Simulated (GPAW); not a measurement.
The system is Ti3Al.

```
Ti Al
1.0
     0.00000    3.23178    3.23178
     3.23178    0.00000    3.23178
     3.23178    3.23178    0.00000
Ti Al
3 1
Direct
  0.00000 0.00000 0.00000
  0.25000 0.25000 0.25000
  0.75000 0.75000 0.75000
  0.50000 0.50000 0.50000
```

The cell comes from a database or a generator and needn't be the stable form of this composition.

Base run:

- Program: GPAW 26.7.0
- Functional: PBEsol
- Potentials or basis: PAW data sets generated in the run's folder for this functional
- Cutoff: 600 eV
- Basis: pw
- k mesh: 7 × 7 × 7
- Occupations: fermi-dirac, width 0.05 eV
- Spin: no spin polarisation

Its results: pressure -5.1 GPa.

**Question.** The run is repeated on the same cell with these changes: functional from PBEsol to LDA; potentials or basis from PAW data sets generated in the run's folder for this functional to the program's PAW data sets (release 1.2.1) made for this functional. What comes out?

**Answer.** Pressure -8.9 GPa.

Not every run made on this cell is shown here.
